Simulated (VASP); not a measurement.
Wanted: the native input for a VASP 6.6.1 run.

| Property | Result |
| --- | --- |
| Task | single point |
| Functional | PBE |
| Potentials or basis | VASP PAW PBE potentials, release 64 (Ga_d, O) |
| Cutoff | 900 eV |
| k mesh | 9 × 9 × 5 |
| Occupations | gaussian, width 0.05 eV |
| Spin | no spin polarisation |
| Further INCAR settings | ADDGRID = False; ALGO = Normal; EDIFF = 1e-08 |

The structure of Ga2O3 lies in POSCAR:

```
Ga2O3
1.0
    6.1070000000     -1.5185500000      0.0000000000
    6.1070000000      1.5185500000      0.0000000000
   -1.3859888959      0.0000000000      5.6300087380
Ga O
4 6
Direct
    0.3327620000      0.3473140000      0.6840170000
    0.6575090000      0.6590030000      0.3209010000
    0.9124810000      0.8975890000      0.2049230000
    0.0739470000      0.0859800000      0.7841720000
    0.5128030000      0.4948910000      0.7332920000
    0.4636610000      0.5300250000      0.2629140000
    0.7930910000      0.8604120000      0.4477810000
    0.1612420000      0.1790550000      0.5600650000
    0.8344730000      0.8312750000      0.8842730000
    0.1704950000      0.1666160000      0.0987420000
```

The cell isn't the ideal one: grid = ENCUT=900 k=9x9x5 ISMEAR=0 SIGMA=0.05 PREC=Accurate EDIFF=1e-08 LREAL=False ADDGRID=False LASPH=True; atoms moved at random, drawn with an rms of 0.1 Å.

The input as run:

INCAR

```
PREC     = Accurate       # precision mode
ENCUT    = 900            # plane-wave cutoff, eV
EDIFF    = 1E-8           # SCF threshold, eV
ISMEAR   = 0              # smearing method
SIGMA    = 0.05           # smearing width, eV
LREAL    = F              # projectors in reciprocal space
LASPH    = T              # aspherical terms in the spheres
NELM     = 100            # most SCF steps
ALGO     = Normal         # electronic algorithm
ISIF     = 2              # what is computed and relaxed
LWAVE    = F              # write WAVECAR
LCHARG   = F              # write CHGCAR
GGA      = PE             # functional
ADDGRID  = F
```

KPOINTS

```
Automatic mesh
0
Gamma
  9 9 5
```

Potentials or basis: VASP PAW PBE potentials, release 64 (Ga_d, O).

Launch:

```sh
$ cat potpaw_PBE.64/Ga_d/POTCAR potpaw_PBE.64/O/POTCAR > POTCAR
$ mpirun -np 1 vasp_std > vasp.out
```

Results of the run:

```yaml
Pressure: 10.6 GPa
Largest_force: 2.955 eV/Å
Band_gap_on_the_k_mesh: 2.23 eV, indirect (least direct gap 2.39 eV)
```

Caveat: an odd mesh through Γ misses points on the zone boundary, where band edges often lie.

Wall time 87 min on 1 thread of Intel(R) Xeon(R) 6975P-C (Granite Rapids), with other jobs on the host, peak memory 1.7 GiB.
